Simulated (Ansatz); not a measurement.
# PbS: consecutive steps of a trajectory

Method: Ansatz 0.2.0, DFT PBEsol, scalar-relativistic, plane waves, PAW. Settings: plane waves to 420 eV, k-mesh 1×1×1 (Γ-centred), Fermi–Dirac smearing 0.02 eV. The mesh is coarse. Spin–orbit coupling is left out, which can shift energies with elements as heavy as these. No spin polarisation.

16 atoms, starting at 1.00 times the perfect crystal's volume (space group Aem2, the cell as given, not relaxed at this level); Langevin thermostat at 200 K (friction 0.05 fs⁻¹), fixed cell; 72 steps of 1.5 fs. The run is short and not equilibrated.

Positions in Å, velocities in 0.01 Å/fs, forces in eV/Å; dE is the potential energy from the first frame shown.

```xyz
16
Lattice="0.0000 -6.0088 -6.0124 0.0000 -6.0088 6.0124 -11.2983 0.0000 0.0000" Properties=species:S:1:pos:R:3:v100:R:3:forces:R:3 pbc="T T T" time_fs=36.00 dE_eV=0.0000 T_K=235
Pb   -4.2212   -4.5097    0.0278   -0.0262    0.1340    0.0003    0.1244   -0.0320   -0.1527
Pb   -4.2571   -7.5027    2.9891   -0.0941    0.0494   -0.0630    0.3428   -0.1557   -0.0480
Pb   -4.2199   -7.5698   -2.9949   -0.0935   -0.0838    0.0284   -0.2326    0.0385   -0.0706
Pb   -4.2807  -10.5495    0.0558   -0.0818   -0.1528    0.0300    0.1437   -0.1312   -0.0415
Pb   -7.0321   -1.5214    0.0659    0.1418   -0.1019   -0.0572   -0.0164   -0.1139   -0.0926
Pb   -7.0479   -4.5357    3.0610   -0.0750   -0.0300   -0.0336   -0.2302   -0.0478   -0.1734
Pb   -7.0495   -4.5615   -3.0201    0.0980   -0.1615   -0.0362    0.0205   -0.0432    0.0542
Pb   -7.0660   -7.4857    0.0306   -0.1078    0.0143    0.0267   -0.8861   -0.1019   -0.0661
S    -4.4315   -1.4702    0.0995   -0.1152   -0.1749    0.1317   -0.5796    0.1713    0.0558
S    -4.5015   -4.4883    3.1014   -0.2618   -0.1496   -0.0397   -0.3905    0.1025    0.1097
S    -4.4651   -4.5189   -2.9440   -0.4824   -0.0605    0.0503   -0.6005    0.1089    0.1385
S    -4.6037   -7.4045    0.0269   -0.6731    0.3069    0.0971    0.3143   -0.0390    0.1606
S    -6.7675   -4.3817    0.0873    0.4973    0.0704    0.1560    0.4103   -0.0722    0.1060
S    -6.7718   -7.4803    3.0771    0.4350    0.1595    0.0124    0.2461    0.0233    0.1627
S    -6.8458   -7.4772   -2.8931    0.2768   -0.1201   -0.0262    0.8095   -0.0261   -0.1113
S    -6.8479  -10.5427    0.1135    0.2999   -0.2279    0.3708    0.5243    0.3182   -0.0313
16
Lattice="0.0000 -6.0088 -6.0124 0.0000 -6.0088 6.0124 -11.2983 0.0000 0.0000" Properties=species:S:1:pos:R:3:v100:R:3:forces:R:3 pbc="T T T" time_fs=37.50 dE_eV=-0.0146 T_K=238
Pb   -4.2218   -4.5079    0.0276   -0.0532    0.1108   -0.0261    0.1868   -0.0348   -0.1544
Pb   -4.2585   -7.5020    2.9881   -0.0951    0.0330   -0.0610    0.4081   -0.1546   -0.0517
Pb   -4.2213   -7.5712   -2.9946   -0.0960   -0.1062    0.0140   -0.2027    0.0380   -0.0665
Pb   -4.2818  -10.5514    0.0560   -0.0618   -0.1018   -0.0020    0.1785   -0.1269   -0.0442
Pb   -7.0302   -1.5231    0.0652    0.1155   -0.1247   -0.0337   -0.0444   -0.1105   -0.0933
Pb   -7.0487   -4.5357    3.0602   -0.0322    0.0276   -0.0671   -0.2509   -0.0464   -0.1729
Pb   -7.0481   -4.5641   -3.0208    0.0866   -0.1831   -0.0564   -0.0336   -0.0389    0.0584
Pb   -7.0677   -7.4853    0.0310   -0.1155    0.0327    0.0240   -0.9535   -0.1060   -0.0674
S    -4.4337   -1.4724    0.1028   -0.1803   -0.1224    0.3087   -0.5517    0.1761    0.0484
S    -4.5058   -4.4908    3.1005   -0.3090   -0.1780   -0.0789   -0.3642    0.1109    0.1203
S    -4.4730   -4.5198   -2.9437   -0.5647   -0.0569   -0.0156   -0.5453    0.1089    0.1431
S    -4.6133   -7.4005    0.0283   -0.6041    0.2283    0.0887    0.3910   -0.0501    0.1563
S    -6.7597   -4.3801    0.0890    0.5479    0.1436    0.0715    0.3434   -0.0752    0.1081
S    -6.7650   -7.4781    3.0772    0.4750    0.1448   -0.0052    0.1757    0.0163    0.1695
S    -6.8413   -7.4785   -2.8942    0.3245   -0.0597   -0.1290    0.7768   -0.0303   -0.1049
S    -6.8431  -10.5458    0.1181    0.3417   -0.1793    0.2434    0.4858    0.3234   -0.0489
16
Lattice="0.0000 -6.0088 -6.0124 0.0000 -6.0088 6.0124 -11.2983 0.0000 0.0000" Properties=species:S:1:pos:R:3:v100:R:3:forces:R:3 pbc="T T T" time_fs=39.00 dE_eV=-0.0277 T_K=232
Pb   -4.2225   -4.5063    0.0271   -0.0394    0.0927   -0.0409    0.2510   -0.0389   -0.1570
Pb   -4.2598   -7.5014    2.9872   -0.0770    0.0476   -0.0643    0.4634   -0.1538   -0.0550
Pb   -4.2226   -7.5729   -2.9947   -0.0759   -0.1103   -0.0247   -0.1719    0.0380   -0.0614
Pb   -4.2830  -10.5529    0.0559   -0.0919   -0.0994   -0.0179    0.2104   -0.1223   -0.0465
Pb   -7.0286   -1.5245    0.0651    0.0972   -0.0652    0.0142   -0.0767   -0.1041   -0.0948
Pb   -7.0491   -4.5353    3.0590   -0.0201    0.0298   -0.0974   -0.2829   -0.0457   -0.1702
Pb   -7.0467   -4.5669   -3.0218    0.0927   -0.1813   -0.0827   -0.0963   -0.0336    0.0615
Pb   -7.0694   -7.4845    0.0312   -0.1093    0.0829   -0.0004   -1.0190   -0.1118   -0.0683
S    -4.4368   -1.4732    0.1075   -0.2335    0.0144    0.3180   -0.5192    0.1782    0.0347
S    -4.5108   -4.4936    3.1002   -0.3505   -0.1978    0.0353   -0.3268    0.1193    0.1283
S    -4.4817   -4.5212   -2.9439   -0.5973   -0.1309   -0.0094   -0.4807    0.1102    0.1492
S    -4.6223   -7.3986    0.0299   -0.6004    0.0228    0.1318    0.4663   -0.0531    0.1501
S    -6.7515   -4.3772    0.0901    0.5382    0.2349    0.0663    0.2748   -0.0819    0.1104
S    -6.7591   -7.4751    3.0763    0.3030    0.2568   -0.1134    0.1144    0.0062    0.1775
S    -6.8366   -7.4804   -2.8970    0.2981   -0.1843   -0.2458    0.7439   -0.0337   -0.0930
S    -6.8390  -10.5475    0.1221    0.2020   -0.0540    0.2874    0.4493    0.3271   -0.0656
16
Lattice="0.0000 -6.0088 -6.0124 0.0000 -6.0088 6.0124 -11.2983 0.0000 0.0000" Properties=species:S:1:pos:R:3:v100:R:3:forces:R:3 pbc="T T T" time_fs=40.50 dE_eV=-0.0376 T_K=204
Pb   -4.2224   -4.5052    0.0262    0.0498    0.0610   -0.0804    0.2961   -0.0450   -0.1595
Pb   -4.2604   -7.5004    2.9866   -0.0044    0.0856   -0.0164    0.5002   -0.1524   -0.0575
Pb   -4.2239   -7.5749   -2.9948   -0.0934   -0.1629    0.0011   -0.1429    0.0393   -0.0541
Pb   -4.2840  -10.5546    0.0558   -0.0479   -0.1279    0.0100    0.2315   -0.1161   -0.0492
Pb   -7.0270   -1.5258    0.0651    0.1202   -0.1106   -0.0111   -0.1119   -0.0961   -0.0964
Pb   -7.0497   -4.5347    3.0579   -0.0626    0.0503   -0.0478   -0.3185   -0.0448   -0.1668
Pb   -7.0453   -4.5694   -3.0227    0.0947   -0.1516   -0.0320   -0.1679   -0.0277    0.0630
Pb   -7.0710   -7.4834    0.0313   -0.1018    0.0616    0.0205   -1.0843   -0.1184   -0.0676
S    -4.4400   -1.4726    0.1116   -0.1861    0.0699    0.2305   -0.4847    0.1761    0.0180
S    -4.5160   -4.4965    3.1004   -0.3400   -0.1902   -0.0047   -0.2855    0.1234    0.1347
S    -4.4909   -4.5240   -2.9447   -0.6246   -0.2332   -0.0930   -0.4066    0.1131    0.1591
S    -4.6307   -7.3986    0.0313   -0.5142   -0.0187    0.0566    0.5420   -0.0482    0.1416
S    -6.7446   -4.3740    0.0918    0.3789    0.1985    0.1654    0.2247   -0.0895    0.1113
S    -6.7546   -7.4729    3.0736    0.2993    0.0244   -0.2444    0.0708   -0.0041    0.1868
S    -6.8322   -7.4827   -2.9003    0.2954   -0.1292   -0.1913    0.7133   -0.0389   -0.0828
S    -6.8364  -10.5482    0.1257    0.1351   -0.0413    0.1957    0.4237    0.3293   -0.0806
16
Lattice="0.0000 -6.0088 -6.0124 0.0000 -6.0088 6.0124 -11.2983 0.0000 0.0000" Properties=species:S:1:pos:R:3:v100:R:3:forces:R:3 pbc="T T T" time_fs=42.00 dE_eV=-0.0458 T_K=204
Pb   -4.2219   -4.5045    0.0251    0.0112    0.0327   -0.0598    0.3328   -0.0512   -0.1612
Pb   -4.2604   -7.4989    2.9866    0.0043    0.1255    0.0130    0.5327   -0.1518   -0.0582
Pb   -4.2253   -7.5774   -2.9943   -0.0925   -0.1679    0.0684   -0.1082    0.0429   -0.0463
Pb   -4.2846  -10.5564    0.0562   -0.0333   -0.1107    0.0358    0.2481   -0.1101   -0.0516
Pb   -7.0251   -1.5274    0.0650    0.1318   -0.1037   -0.0072   -0.1440   -0.0882   -0.0967
Pb   -7.0503   -4.5340    3.0576   -0.0117    0.0442    0.0126   -0.3587   -0.0442   -0.1636
Pb   -7.0436   -4.5717   -3.0233    0.1306   -0.1574   -0.0436   -0.2435   -0.0213    0.0642
Pb   -7.0724   -7.4823    0.0318   -0.0885    0.0799    0.0390   -1.1389   -0.1239   -0.0651
S    -4.4426   -1.4719    0.1141   -0.1594    0.0191    0.1056   -0.4537    0.1737    0.0016
S    -4.5215   -4.4981    3.1004   -0.3971   -0.0198    0.0099   -0.2399    0.1205    0.1420
S    -4.4998   -4.5271   -2.9446   -0.5610   -0.1821    0.1066   -0.3281    0.1166    0.1664
S    -4.6377   -7.3989    0.0320   -0.4134   -0.0256    0.0363    0.6064   -0.0428    0.1316
S    -6.7386   -4.3713    0.0944    0.4252    0.1563    0.1742    0.1832   -0.0968    0.1105
S    -6.7501   -7.4729    3.0692    0.3005   -0.0221   -0.3390    0.0314   -0.0091    0.1955
S    -6.8271   -7.4851   -2.9034    0.3862   -0.1863   -0.2164    0.6776   -0.0455   -0.0773
S    -6.8340  -10.5489    0.1285    0.1839   -0.0492    0.1685    0.4028    0.3312   -0.0915
16
Lattice="0.0000 -6.0088 -6.0124 0.0000 -6.0088 6.0124 -11.2983 0.0000 0.0000" Properties=species:S:1:pos:R:3:v100:R:3:forces:R:3 pbc="T T T" time_fs=43.50 dE_eV=-0.0518 T_K=177
Pb   -4.2217   -4.5042    0.0245    0.0152    0.0100   -0.0259    0.3793   -0.0563   -0.1643
Pb   -4.2604   -7.4969    2.9865    0.0027    0.1410   -0.0233    0.5606   -0.1532   -0.0569
Pb   -4.2265   -7.5795   -2.9933   -0.0726   -0.1077    0.0643   -0.0736    0.0473   -0.0398
Pb   -4.2854  -10.5579    0.0561   -0.0679   -0.0905   -0.0445    0.2688   -0.1052   -0.0534
Pb   -7.0233   -1.5286    0.0649    0.1037   -0.0554   -0.0052   -0.1693   -0.0835   -0.0966
Pb   -7.0503   -4.5332    3.0575    0.0042    0.0573   -0.0372   -0.4064   -0.0445   -0.1624
Pb   -7.0419   -4.5741   -3.0243    0.0993   -0.1644   -0.0958   -0.3176   -0.0150    0.0660
Pb   -7.0739   -7.4816    0.0323   -0.1111    0.0135    0.0299   -1.1805   -0.1271   -0.0614
S    -4.4446   -1.4719    0.1146   -0.1145   -0.0109   -0.0389   -0.4293    0.1739   -0.0115
S    -4.5272   -4.4980    3.1009   -0.3605    0.0270    0.0481   -0.1878    0.1153    0.1512
S    -4.5081   -4.5300   -2.9432   -0.5488   -0.2108    0.0771   -0.2508    0.1227    0.1703
S    -4.6434   -7.3987    0.0328   -0.3472    0.0441    0.0638    0.6563   -0.0417    0.1183
S    -6.7320   -4.3694    0.0981    0.4544    0.1019    0.3204    0.1318   -0.1018    0.1087
S    -6.7463   -7.4728    3.0633    0.2061    0.0318   -0.4536   -0.0028   -0.0114    0.2046
S    -6.8220   -7.4863   -2.9060    0.2869    0.0179   -0.1333    0.6425   -0.0520   -0.0763
S    -6.8315  -10.5497    0.1301    0.1540   -0.0610    0.0515    0.3788    0.3324   -0.0964
16
Lattice="0.0000 -6.0088 -6.0124 0.0000 -6.0088 6.0124 -11.2983 0.0000 0.0000" Properties=species:S:1:pos:R:3:v100:R:3:forces:R:3 pbc="T T T" time_fs=45.00 dE_eV=-0.0550 T_K=147
Pb   -4.2214   -4.5043    0.0244    0.0256   -0.0281    0.0066    0.4241   -0.0602   -0.1669
Pb   -4.2608   -7.4951    2.9863   -0.0555    0.0920   -0.0027    0.5883   -0.1537   -0.0547
Pb   -4.2275   -7.5804   -2.9927   -0.0545   -0.0163    0.0222   -0.0450    0.0499   -0.0342
Pb   -4.2860  -10.5591    0.0559   -0.0138   -0.0622    0.0179    0.2838   -0.1019   -0.0563
Pb   -7.0219   -1.5297    0.0644    0.0854   -0.0868   -0.0561   -0.1839   -0.0805   -0.0960
Pb   -7.0506   -4.5323    3.0570   -0.0394    0.0597   -0.0277   -0.4409   -0.0450   -0.1610
Pb   -7.0402   -4.5767   -3.0255    0.1231   -0.1811   -0.0570   -0.3916   -0.0079    0.0671
Pb   -7.0758   -7.4816    0.0329   -0.1455   -0.0103    0.0548   -1.2086   -0.1309   -0.0583
S    -4.4455   -1.4714    0.1140   -0.0009    0.0753   -0.0491   -0.4153    0.1749   -0.0216
S    -4.5314   -4.4986    3.1006   -0.2043   -0.0980   -0.0768   -0.1485    0.1132    0.1625
S    -4.5160   -4.5335   -2.9419   -0.4967   -0.2473    0.0911   -0.1745    0.1298    0.1744
S    -4.6483   -7.3978    0.0333   -0.3066    0.0873    0.0046    0.6917   -0.0421    0.1044
S    -6.7258   -4.3676    0.1029    0.3711    0.1400    0.3208    0.0821   -0.1039    0.1042
S    -6.7433   -7.4733    3.0571    0.1901   -0.0870   -0.3750   -0.0353   -0.0121    0.2136
S    -6.8178   -7.4858   -2.9084    0.2687    0.0484   -0.1849    0.6128   -0.0653   -0.0770
S    -6.8298  -10.5505    0.1312    0.0705   -0.0401    0.0876    0.3608    0.3356   -0.1001
```

Q: What is the next frame? The thermostat's random kicks make it one of many possible.

A:
```xyz
16
Lattice="0.0000 -6.0088 -6.0124 0.0000 -6.0088 6.0124 -11.2983 0.0000 0.0000" Properties=species:S:1:pos:R:3:v100:R:3:forces:R:3 pbc="T T T" time_fs=46.50 dE_eV=-0.0566 T_K=145
Pb   -4.2211   -4.5047    0.0242    0.0179   -0.0230   -0.0286    0.4560   -0.0628   -0.1671
Pb   -4.2616   -7.4939    2.9862   -0.0573    0.0729   -0.0129    0.6188   -0.1500   -0.0529
Pb   -4.2281   -7.5802   -2.9922   -0.0251    0.0361    0.0482   -0.0222    0.0499   -0.0289
Pb   -4.2862  -10.5600    0.0560   -0.0114   -0.0599   -0.0086    0.2939   -0.0992   -0.0621
Pb   -7.0203   -1.5310    0.0636    0.1237   -0.0909   -0.0528   -0.1968   -0.0774   -0.0942
Pb   -7.0516   -4.5313    3.0567   -0.0943    0.0825   -0.0067   -0.4658   -0.0436   -0.1605
Pb   -7.0384   -4.5793   -3.0263    0.1167   -0.1646   -0.0591   -0.4680   -0.0011    0.0680
Pb   -7.0779   -7.4815    0.0335   -0.1379    0.0198    0.0211   -1.2225   -0.1333   -0.0566
S    -4.4457   -1.4714    0.1135   -0.0325   -0.0750   -0.0186   -0.4038    0.1763   -0.0313
S    -4.5354   -4.4994    3.0997   -0.3282   -0.0120   -0.0455   -0.1165    0.1088    0.1763
S    -4.5233   -4.5377   -2.9398   -0.4819   -0.3181    0.1892   -0.0977    0.1343    0.1775
S    -4.6522   -7.3968    0.0329   -0.2168    0.0420   -0.0587    0.7121   -0.0435    0.0934
S    -6.7214   -4.3662    0.1080    0.2139    0.0412    0.3650    0.0462   -0.1071    0.0997
S    -6.7406   -7.4749    3.0519    0.1794   -0.1354   -0.3083   -0.0694   -0.0132    0.2189
S    -6.8145   -7.4865   -2.9111    0.1721   -0.1334   -0.1762    0.5880   -0.0782   -0.0759
S    -6.8281  -10.5518    0.1328    0.1562   -0.1393    0.1270    0.3476    0.3401   -0.1043
```